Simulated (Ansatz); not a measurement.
## NaI, a known structure type with other elements, at an estimated volume

```
Na I
1.0
     8.55256    0.00000    0.00000
     0.00000    4.86484    0.00000
     0.00000    0.00000    5.90403
Na I
4 4
Direct
  0.80300 0.25000 0.03500
  0.69700 0.25000 0.53500
  0.30300 0.75000 0.46500
  0.19700 0.75000 0.96500
  0.08300 0.25000 0.25000
  0.41700 0.25000 0.75000
  0.58300 0.75000 0.25000
  0.91700 0.75000 0.75000
```

Method: r2SCAN, spin-orbit coupling; PAW, plane waves to 500 eV, 3×5×5 Γ-centred mesh, fermi-dirac occupations (width 0.1 eV) (Ansatz 0.2.0), atoms fixed.

The state carries no moments; the state need not be the lowest.

Problem. Is there a gap, and of what kind?

Solution. The gap is 3.31 eV, direct at the points sampled.

Problem. Give the Bader charges.

Solution. Bader charges in e: Na +0.84, I -0.84. In the mean Na gives up most and I takes most.

Problem. What is the character of the valence top and the conduction bottom?

Solution. Within 0.7 eV of the edges, the states project mainly on I p (98 %) below the gap and on Na s (67 %) and I s (20 %) above it.

Problem. Is the cell too large or too small?

Solution. The pressure is 4.1 GPa (compression positive), so with the atoms held at these fractions the cell would first expand; the forces are large, so a full relaxation may end otherwise. The principal stresses -0.3, 4.7, 7.8 GPa differ, so its shape would change too.

Origin: a known structure type with other elements, at an estimated volume, so it need not be a known compound.
